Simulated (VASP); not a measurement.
# TiC (Fm-3m) in VASP: a series of runs

One crystal, TiC, is run at these levels: PBE; tasks: relaxation of cell and atoms.

Program: VASP 6.6.1. These are calculated values, not measurements. Logs are shortened: lines on timing, memory, paths and dates and some standing lists are left out, and cuts for length are marked.

### Step 1. The crystal as given

The structure is cubic, space group Fm-3m (No. 225). The conventional cell has a = 4.319 Å, b = 4.319 Å, c = 4.319 Å, α = 90.00°, β = 90.00°, γ = 90.00°. Ti (site symmetry m-3m) has 6 C at 2.16 Å as nearest neighbours. Around C (site symmetry m-3m) lie 6 Ti at 2.16 Å.

### Step 2. Relaxation of cell and atoms, PBE

Contents of INCAR:

```
SYSTEM = TiC
PREC = Accurate ; ENCUT = 520
EDIFF = 1E-7 ; ISMEAR = 0
SIGMA = 1.0 ; LREAL = .FALSE.
LASPH = .TRUE. ; NELM = 60
ALGO = Normal ; ISIF = 3
LWAVE = .FALSE. ; LCHARG = .FALSE.
GGA = PE ; IBRION = 2
NSW = 80 ; EDIFFG = -0.002
```

Contents of KPOINTS:

```
regular mesh
0
G
  16 16 16
  0 0 0
```

Contents of POSCAR:

```
TiC
1.0
    0.0000000000      2.1593000000      2.1593000000
    2.1593000000      0.0000000000      2.1593000000
    2.1593000000      2.1593000000      0.0000000000
Ti C
1 1
Direct
    0.0000000000      0.0000000000      0.0000000000
    0.5000000000      0.5000000000      0.5000000000
```

Potentials or basis: VASP PAW PBE potentials, release 64 (Ti_sv, C).

Launch:

```
> cat potpaw_PBE.64/Ti_sv/POTCAR potpaw_PBE.64/C/POTCAR > POTCAR
> mpirun -np 1 vasp_std > vasp.out
```

OUTCAR:

```text
SYSTEM = TiC
   PREC = Accurate
   ENCUT = 520
   EDIFF = 1E-7
   ISMEAR = 0
   LREAL = .FALSE.
   LASPH = .TRUE.
   NELM = 60
   ISIF = 3
   GGA = PE
   IBRION = 2
   NSW = 80
   EDIFFG = -0.002

 ion  position               nearest neighbor table
   1  0.000  0.000  0.000-   2 2.16   2 2.16   2 2.16   2 2.16   2 2.16   2 2.16
   2  0.500  0.500  0.500-   1 2.16   1 2.16   1 2.16   1 2.16   1 2.16   1 2.16

  LATTYP: Found a face centered cubic cell.
 ALAT       =     4.3186000000

  Lattice vectors:

 A1 = (   0.0000000000,   2.1593000000,   2.1593000000)
 A2 = (   2.1593000000,   0.0000000000,   2.1593000000)
 A3 = (   2.1593000000,   2.1593000000,   0.0000000000)

Analysis of symmetry for initial positions (statically):
=====================================================================
 Subroutine PRICEL returns:
 Original cell was already a primitive cell.

 Routine SETGRP: Setting up the symmetry group for a
 face centered cubic supercell.

 Subroutine GETGRP returns: Found 48 space group operations
 (whereof 48 operations were pure point group operations)
 out of a pool of 48 trial point group operations.

The static configuration has the point symmetry O_h .

Analysis of symmetry for dynamics (positions and initial velocities):
=====================================================================
 Subroutine PRICEL returns:
 Original cell was already a primitive cell.

 Routine SETGRP: Setting up the symmetry group for a
 face centered cubic supercell.

 Subroutine GETGRP returns: Found 48 space group operations
 (whereof 48 operations were pure point group operations)
 out of a pool of 48 trial point group operations.

The dynamic configuration has the point symmetry O_h .

 Subroutine INISYM returns: Found 48 space group operations
 (whereof 48 operations are pure point group operations),
 and found     1 'primitive' translations

----------------------------------------------------------------------------------------

                                     Primitive cell

  volume of cell :      20.1358

  direct lattice vectors                    reciprocal lattice vectors
     0.000000000  2.159300000  2.159300000    -0.231556523  0.231556523  0.231556523
     2.159300000  0.000000000  2.159300000     0.231556523 -0.231556523  0.231556523
     2.159300000  2.159300000  0.000000000     0.231556523  0.231556523 -0.231556523

  length of vectors
     3.053711345  3.053711345  3.053711345     0.401067663  0.401067663  0.401067663

  position of ions in fractional coordinates (direct lattice)
     0.000000000  0.000000000  0.000000000
     0.500000000  0.500000000  0.500000000

  ion indices of the primitive-cell ions
   primitive index   ion index
                 1           1
                 2           2

----------------------------------------------------------------------------------------

 KPOINTS: regular mesh

Automatic generation of k-mesh.
 Grid dimensions read from file:
 generate k-points for:   16   16   16

 Generating k-lattice:

  Cartesian coordinates                     Fractional coordinates (reciprocal lattice)
    -0.014472283  0.014472283  0.014472283     0.062500000  0.000000000  0.000000000
     0.014472283 -0.014472283  0.014472283     0.000000000  0.062500000  0.000000000
     0.014472283  0.014472283 -0.014472283     0.000000000  0.000000000  0.062500000

  Length of vectors
     0.025066729  0.025066729  0.025066729

  Shift w.r.t. Gamma in fractional coordinates (k-lattice)
     0.000000000  0.000000000  0.000000000

 Subroutine IBZKPT returns following result:
 ===========================================

 Found    145 irreducible k-points:

 Following reciprocal coordinates:
            Coordinates               Weight
  0.000000  0.000000  0.000000      1.000000
  0.062500  0.000000  0.000000      8.000000
  0.125000  0.000000  0.000000      8.000000
  0.187500  0.000000  0.000000      8.000000
  0.250000  0.000000  0.000000      8.000000
  0.312500  0.000000  0.000000      8.000000
[... 16 lines left out ...]
 -0.125000  0.062500  0.000000     24.000000
 -0.062500  0.062500  0.000000     12.000000
 [... further k-points ...]
   k-points           NKPTS =    145   k-points in BZ     NKDIM =    145   number of bands    NBANDS=     12
   number of dos      NEDOS =    301   number of ions     NIONS =      2
   total plane-waves  NPLWV =  13824
   dimension x,y,z NGX =    24 NGY =   24 NGZ =   24
   dimension x,y,z NGXF=    48 NGYF=   48 NGZF=   48
   ions per type =               1   1
   NGX,Y,Z   is equivalent  to a cutoff of  13.07, 13.07, 13.07 a.u.
   NGXF,Y,Z  is equivalent  to a cutoff of  26.13, 26.13, 26.13 a.u.
 SYSTEM =  TiC
   PREC   = accura    normal or accurate (medium, high low for compatibility)
   ISTART =      0    job   : 0-new  1-cont  2-samecut
   ICHARG =      2    charge: 1-file 2-atom 10-const
   ISPIN  =      1    spin polarized calculation?
   LNONCOLLINEAR =      F non collinear calculations
   LSORBIT =      F    spin-orbit coupling
   LASPH  =      T    aspherical Exc in radial PAW
   ENCUT  =  520.0 eV  38.22 Ry    6.18 a.u.   5.68  5.68  5.68*2*pi/ulx,y,z
   NELM   =     60;   NELMIN=  2; NELMDL= -5     # of ELM steps
   EDIFF  = 0.1E-06   stopping-criterion for ELM
   LREAL  =      F    real-space projection
   EDIFFG = -.2E-02   stopping-criterion for IOM
   NSW    =     80    number of steps for IOM
   IBRION =      2    ionic relax: 0-MD 1-quasi-New 2-CG
   NFREE  =      1    steps in history (QN), initial steepest desc. (CG)
   ISIF   =      3    stress and relaxation
   ISYM   =      2    0-nonsym 1-usesym 2-fastsym
   POTIM  = 0.5000    time-step for ionic-motion
   TEBEG  =    0.0;   TEEND  =   0.0 temperature during run
   PSTRESS=    0.0 pullay stress
   NELECT =      16.0000    total number of electrons
   NUPDOWN=      -1.0000    fix difference up-down
   EMIN   =  10.00;   EMAX   =-10.00  energy-range for DOS
   EFERMI =   0.00;   METHOD = LEGACY
   ISMEAR =     0;   SIGMA  =   1.00  broadening in eV -4-tet -1-fermi 0-gaus
   EFERMI_NEDOS =   21; number of points for ismear=-14 and -15
   IALGO  =     38    algorithm
   IMIX   =      4    mixing-type and parameters
     AMIX     =   0.40;   BMIX     =  1.00
     AMIX_MAG =   1.60;   BMIX_MAG =  1.00
  volume/ion in A,a.u.               =      10.07        67.94
  Fermi-wavevector in a.u.,A,eV,Ry     =   1.516323  2.865436 31.283015  2.299237
  Thomas-Fermi vector in A             =   2.625728
   LORBIT       =      0    0 simple, 1 ext, 2 COOP (PROOUT), +10 PAW based schemes
   GGA     = PE    functional components
   LHFCALC =     F    Hartree Fock is set to
   AEXX    =    0.0000 exact exchange contribution
   IVDW    =     0    specifies the selected vdW correction
   LEPSILON=     F    determine dielectric tensor
   LRPA    =     F    only Hartree local field effects (RPA)
 conjugate gradient relaxation of ions
 non-spin polarized calculation
 Gauss-broadening in eV      SIGMA  =   1.00
  energy-cutoff  :      520.00
  volume of cell :       20.14
 maximum number of plane-waves:       560
   NGX = 11   NGY = 11   NGZ = 11

--------------------------------------- Ionic step        1  -------------------------------------------

 number of electron      16.0000002 magnetization

 Free energy of the ion-electron system (eV)
  ---------------------------------------------------
  ext. energy  EPLUGINS =         0.00000000
  ---------------------------------------------------
  free energy    TOTEN  =       -18.80322416 eV

  energy without entropy =      -18.57203866  energy(sigma->0) =      -18.68763141

------------------------ aborting loop because EDIFF is reached ----------------------------------------

  FORCE on cell =-STRESS in cart. coord.  units (eV):
  Direction    XX          YY          ZZ          XY          YZ          ZX
  --------------------------------------------------------------------------------------
  -------------------------------------------------------------------------------------
  Total        0.4608015      0.4608015      0.4608015      0.0000000      0.0000000      0.0000000
  in kB       36.6653229     36.6653229     36.6653229      0.0000000      0.0000000      0.0000000
  external PRESSURE =      36.6653229 kB  Pullay stress =       0.0000000 kB
[... 57 lines left out ...]
  energy  without entropy=      -18.5579259599  energy(sigma->0) =      -18.67961943

--------------------------------------- Ionic step        3  -------------------------------------------

 number of electron      15.9999999 magnetization

 Free energy of the ion-electron system (eV)
  ---------------------------------------------------
  ext. energy  EPLUGINS =         0.00000000
  ---------------------------------------------------
  free energy    TOTEN  =       -18.80658718 eV

  energy without entropy =      -18.57014141  energy(sigma->0) =      -18.68836430

 E-fermi :   9.3367     XC(G=0): -12.6682

 val. band max:        9.3302383568   @ k =  -0.0625   0.0625   0.0000
 cond. band min:       9.3453136947   @ k =   0.1250   0.1250   0.0000
 fundamental gap:      0.0150753379
 Fermi energy:         9.3366797359

 k-point     1 :       0.0000    0.0000    0.0000
  band No.  band energies     occupation
      1     -47.2247      2.00000
      2     -23.2539      2.00000
      3     -23.2539      2.00000
      4     -23.2539      2.00000
      5      -3.0372      2.00000
      6      10.0563      0.30880
      7      10.0563      0.30880
      8      10.0563      0.30880
      9      10.9939      0.01909
     10      10.9939      0.01909
     11      10.9939      0.01909
     12      11.0699      0.01424
[... 331 lines left out ...]
 k-point    24 :      -0.0625    0.0625    0.0000
  band No.  band energies     occupation
      1     -47.2177      2.00000
      2     -23.2997      2.00000
      3     -23.2666      2.00000
      4     -23.2551      2.00000
      5      -2.8057      2.00000
      6       9.1299      1.23000
      7       9.3147      1.02482
      8       9.3302      1.00727
      9      10.1664      0.24065
     10      10.7345      0.04806
     11      11.5914      0.00143
     12      12.1554      0.00007

 [... further k-points ...]
[... 5 lines left out ...]
  --------------------------------------------------------------------------------------
  -------------------------------------------------------------------------------------
  Total       -0.0014994     -0.0014994     -0.0014994      0.0000000      0.0000000     -0.0000000
  in kB       -0.1175619     -0.1175619     -0.1175619      0.0000000      0.0000000     -0.0000000
  external PRESSURE =      -0.1175619 kB  Pullay stress =       0.0000000 kB
[... 17 lines left out ...]
  FREE ENERGIE OF THE ION-ELECTRON SYSTEM (eV)
  ---------------------------------------------------
  free  energy   TOTEN  =       -18.8065871826 eV

  energy  without entropy=      -18.5701414103  energy(sigma->0) =      -18.68836430

 reached required accuracy - stopping structural energy minimisation
```

Run time: 61 s. Hardware: 1 thread of Intel Xeon Platinum 8488C (Sapphire Rapids), shared host; peak memory 0.17 GiB.

What came out:

| Quantity | Value |
| --- | --- |
| Free energy | -18.8066 eV |
| Relaxed volume | 10.22 Å³/atom |
| Relaxed cell | a = 3.069 Å, b = 3.069 Å, c = 3.069 Å, α = 60.00°, β = 60.00°, γ = 60.00° |
| Space group after relaxing (to 0.05 Å) | Fm-3m (No. 225) |
| Energy gained by relaxing | 1.7 meV/atom |
| Ionic steps | 3 |
| Pressure after relaxing | 0.0 GPa |
| Band gap on the k mesh | none (metal or under the smearing width) |

Step by step:
| step | energy change (eV) | largest force (eV/Å) | pressure (GPa) | volume (Å³) |
| --- | --- | --- | --- | --- |
| 1 | 0.0000 | 0.0000 | 3.67 | 20.14 |
| 2 | 0.0019 | 0.0000 | -4.35 | 20.81 |
| 3 | -0.0034 | 0.0000 | -0.01 | 20.43 |

Final structure:
```yaml
crystal:
  lattice:
    - [0.00000, 2.16990, 2.16990]
    - [2.16990, 0.00000, 2.16990]
    - [2.16990, 2.16990, 0.00000]
  atoms:
    - { symbol: Ti, position: [0.00000, 0.00000, 0.00000] }
    - { symbol: C, position: [0.50000, 0.50000, 0.50000] }
```

### Step 3. Relaxation of cell and atoms, PBE

This run uses another cell than the first one, of 10.22 Å³/atom, 1.015 times its volume.

INCAR is that of step 2.

KPOINTS is that of step 2.

Contents of POSCAR:

```
TiC                                     
1.0
    0.0000000000      2.1699009300      2.1699009300
    2.1699009300      0.0000000000      2.1699009300
    2.1699009300      2.1699009300      0.0000000000
  Ti              C             
     1     1
Direct
     0.0000000000000000    0.0000000000000000    0.0000000000000000
     0.5000000000000000    0.5000000000000000    0.5000000000000000
```

Potentials or basis: VASP PAW PBE potentials, release 64 (Ti_sv, C).

Launch:

```
> cat potpaw_PBE.64/Ti_sv/POTCAR potpaw_PBE.64/C/POTCAR > POTCAR
> mpirun -np 1 vasp_std > vasp.out
```

Run time: 26 s. Hardware: 1 thread of Intel Xeon Platinum 8488C (Sapphire Rapids), shared host; peak memory 0.16 GiB.

It converged, with:

```
Free energy             : -18.8068 eV
Pressure after relaxing : 0.0 GPa
Band gap on the k mesh  : none (metal or under the smearing width)
```

Final structure:
```cif
data_structure
_symmetry_space_group_name_H-M 'P 1'
_symmetry_Int_Tables_number 1
_cell_length_a 3.0687
_cell_length_b 3.0687
_cell_length_c 3.0687
_cell_angle_alpha 60.000
_cell_angle_beta 60.000
_cell_angle_gamma 60.000
_cell_volume 20.43
loop_
_atom_site_label
_atom_site_type_symbol
_atom_site_fract_x
_atom_site_fract_y
_atom_site_fract_z
_atom_site_occupancy
Ti1 Ti 0.00000 0.00000 0.00000 1
C1 C 0.50000 0.50000 0.50000 1
```

Levels at points of the mesh, in eV from the Fermi level:
```csv
k point,band 5,band 6,band 7,band 8,band 9,band 10,band 11,band 12
"(0.00, 0.00, 0.00)",-12.37,0.72,0.72,0.72,1.66,1.66,1.66,1.73
"(0.50, 0.00, 0.00)",-8.93,-5.81,-2.87,-2.87,2.93,2.93,4.09,8.12
"(0.50, 0.50, 0.00)",-10.10,-3.43,-1.58,-0.05,-0.05,2.72,3.52,3.52
```

Caveat: the relaxation stopped at its first step, so nothing moved.
